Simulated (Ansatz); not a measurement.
## ZnO under changes of volume

One of the cells (16.689 Å³/atom); the others are scaled copies at fixed shape and fractional positions:

```xyz
4
Lattice="3.2880 0.0000 0.0000 -1.6440 2.8475 0.0000 0.0000 0.0000 7.1304" Properties=species:S:1:pos:R:3 pbc="T T T"
Zn    0.0000    0.0000    1.7826
Zn    0.0000    0.0000    5.3478
O     1.6440    0.9492    5.3478
O     0.0000    1.8983    1.7826
```

Measurements of this composition are mostly on another form, of space group No. 186.

| Property | Result |
| --- | --- |
| Program | Ansatz 0.2.0 |
| Functional | LDA |
| Potentials or basis | all-electron LAPW, scalar-relativistic |
| Cutoff | 431 eV (chosen from the basis error) |
| Basis error allowed | 0.002 eV/atom |
| k mesh | 9 × 9 × 4 |
| Occupations | fermi-dirac, width 0.05 eV |
| Spin | no spin polarisation |

```csv
volume (Å³/atom),energy over the lowest point (meV/atom),pressure (GPa)
15.688,0.00,-2.7
16.022,?,?
16.356,19.47,-6.5
16.689,34.71,-8.1
17.023,53.06,-9.5
17.357,74.19,-10.7
17.691,97.76,-11.9
```

Problem. What does the run at 16.022 Å³/atom give?

Solution. Energy over the lowest point 7.76 meV/atom; pressure -4.7 GPa.

Worked out: A Birch-Murnaghan fit of order 3 (a polynomial in V^(-2/3)) to the other rows has its minimum at 15.30 Å³/atom, just outside them, with B0 = V·E''(V) = 114 GPa and B' = 4.6 at fixed shape and positions, which overstates the stiffness. It gives 7.75 meV/atom at 16.022 Å³/atom, against the run's 7.76, and -dE/dV = -4.7 GPa, against -4.7.

Energies are extrapolated to zero smearing.
